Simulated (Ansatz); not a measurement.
**Thermal properties of KF from its phonons**

These are results of DFT PBE, scalar-relativistic, plane waves, PAW (Ansatz), not measurements. Settings: 420 eV plane-wave cutoff, Γ-centred 8×8×8 mesh, fixed occupations. No spin polarisation. Phonons by linear response, acoustic sum rule imposed.

Relaxed structure:
Space group F-43m (No. 216). a = 5.951 Å, b = 5.951 Å, c = 5.951 Å, α = 90.00°, β = 90.00°, γ = 90.00°
```json
{"atom": "K", "site": "4d", "symmetry": "-43m", "x": "0.7500", "y": "0.2500", "z": "0.2500"}
{"atom": "F", "site": "4b", "symmetry": "-43m", "x": "0.0000", "y": "0.0000", "z": "0.5000"}
```

The cell was found from a structure generator's guess, not taken from experiment.

Force constants from linear response on a 4×4×4 q mesh, interpolated to a fine mesh.

Phonon density of states, in bins of 5 cm⁻¹:
bin centre (cm⁻¹), share of modes (%) and a bar:
```
      2.5        0.0
      7.5        0.1
     12.5        0.2
     17.5        0.3
     22.5        0.5 #
     27.5        0.6 #
     32.5        0.9 #
     37.5        1.2 ##
     42.5        2.0 ##
     47.5        2.4 ###
     52.5        2.4 ###
     57.5        2.5 ###
     62.5        2.6 ###
     67.5        2.6 ###
     72.5        2.7 ###
     77.5        2.7 ###
     82.5        2.2 ###
     87.5        1.9 ##
     92.5        1.7 ##
     97.5        1.6 ##
    102.5        1.6 ##
    107.5        1.7 ##
    112.5        1.6 ##
    117.5        1.0 #
    122.5        0.7 #
    127.5        0.7 #
    132.5        0.8 #
    137.5        1.0 #
    142.5        1.2 #
    147.5        2.2 ###
    152.5        3.2 ####
    157.5        1.7 ##
    162.5        1.0 #
    167.5        0.5 #
    172.5        0.1
    177.5        0.0
    182.5        0.0
    187.5        0.0
    192.5        0.0
    197.5       24.7 ##############################
    202.5        8.7 ###########
    207.5        0.0
    212.5        0.6 #
    217.5        2.0 ##
    222.5        2.1 ###
    227.5        2.1 ###
    232.5        1.5 ##
    237.5        1.2 ##
    242.5        1.1 #
    247.5        1.0 #
    252.5        0.9 #
    257.5        0.8 #
    262.5        0.7 #
    267.5        0.6 #
    272.5        0.6 #
    277.5        0.5 #
    282.5        0.4 #
    287.5        0.3
    292.5        0.2
    297.5        0.0
```

Question: How much zero-point energy does an atom carry?

Answer: 28.2 meV.

Question: How large are the vibrational entropy and heat capacity at 300 K?

Answer: S = 4.47 k_B and C_V = 2.85 k_B per atom, 95 % of the Dulong–Petit value.

Question: Tabulate them against temperature.

Answer:
```tsv
T (K)	F_vib (meV/atom)	S (k_B/atom)	C_V (k_B/atom)
100	22.2	1.70	2.01
200	0.0	3.35	2.68
300	-34.0	4.47	2.85
400	-76.3	5.30	2.91
500	-124.9	5.96	2.94
600	-178.6	6.49	2.96
700	-236.6	6.95	2.97
800	-298.3	7.35	2.98
900	-363.1	7.70	2.98
1000	-430.9	8.01	2.99
```
